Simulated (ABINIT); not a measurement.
Runs of ABINIT 10.8.3 (patched build) on PtS2. Symmetry: P-3m1, No. 164, trigonal system. The conventional cell has a = 3.543 Å, b = 3.543 Å, c = 5.039 Å, α = 90.00°, β = 90.00°, γ = 120.00°. Pt (site symmetry -3m) has 6 S at 2.34 Å as nearest neighbours. S (site symmetry 3m) is surrounded by 3 Pt at 2.34 Å. 

| task | level | potentials or basis | spin | cell | k mesh | cutoff (eV) | smearing | fine-grid cutoff | most SCF steps | cell freedom (optcell) | cutoff smearing ecutsm (Ha) | optimiser (ionmov) | mesh quality | gap on the mesh (eV) | pressure (GPa) | relaxed volume (Å³/atom) | largest force (eV/Å) |
| --- | --- | --- | --- | --- | --- | --- | --- | --- | --- | --- | --- | --- | --- | --- | --- | --- | --- |
| band structure | PBE | JTH PAW PBE v2.0 | off | as given | 9 × 9 × 5 | 544 | fermi-dirac 0.05 eV | 1088.46 eV | - | - | - | - | not flagged | 0.98 | 12.3 | - | 1.37 |
| single point | HSE06 | SPMS NC PBE v1.0 | off | as given | 6 × 6 × 4 | 490 | fixed | - | 60 | - | - | - | not flagged | 1.70 | (b) | - | 1.00 |
| relaxation of cell and atoms | r2SCAN | JTH PAW PBE v2.0 | off | relaxed | 4 × 4 × 2 | 653 | fermi-dirac 0.05 eV | 1251.72 eV | - | 2 | 0.5 | 2 | coarse | 1.05 | 0.0 | 19.16 | - |
| single point | PBE | SPMS NC PBE v1.0 | off | as given | 6 × 6 × 4 | 490 | fixed | - | - | - | - | - | not flagged | 0.97 | (a) | - | 1.26 |
| single point | PBE0 | SPMS NC PBE v1.0 | off | as given | 6 × 6 × 4 | 490 | fixed | - | 60 | - | - | - | not flagged | 2.36 | 5.9 | - | 0.83 |
| relaxation of cell and atoms | PBEsol | JTH PAW PBE v2.0 | off | relaxed | 9 × 9 × 5 | 544 | fermi-dirac 0.05 eV | 1088.46 eV | - | 2 | 0.5 | 2 | not flagged | none | 0.0 | 17.42 | - |
| band structure | PBE | JTH PAW PBE v2.0 | SOC, no magnetisation | as given | 9 × 9 × 5 | 544 | fermi-dirac 0.05 eV | 1088.46 eV | - | - | - | - | not flagged | 0.94 | 12.3 | - | 1.38 |

Task: Estimate the missing entries.

Result: (a) 11.0; (b) 7.2.

Caveats: some runs use coarse meshes; spin-orbit coupling is left out, which moves the levels of the heavy elements (some runs); forces of over 1 eV/Å show positions far from the minimum, so gaps and moduli don't describe the material at rest (some runs); the potentials were made for another functional, which shifts forces and pressure (some runs); the PAW data sets were made with another functional, which shifts forces and pressure a little (some runs); Libxc's HSE differs a little from that of other programs (some runs).

A k mesh can miss the band edges, and rows without SOC leave out spin-orbit coupling on Pt.

A gap of «none» marks a metal or a gap under the smearing width.

The runs don't all hold the same shells in valence.
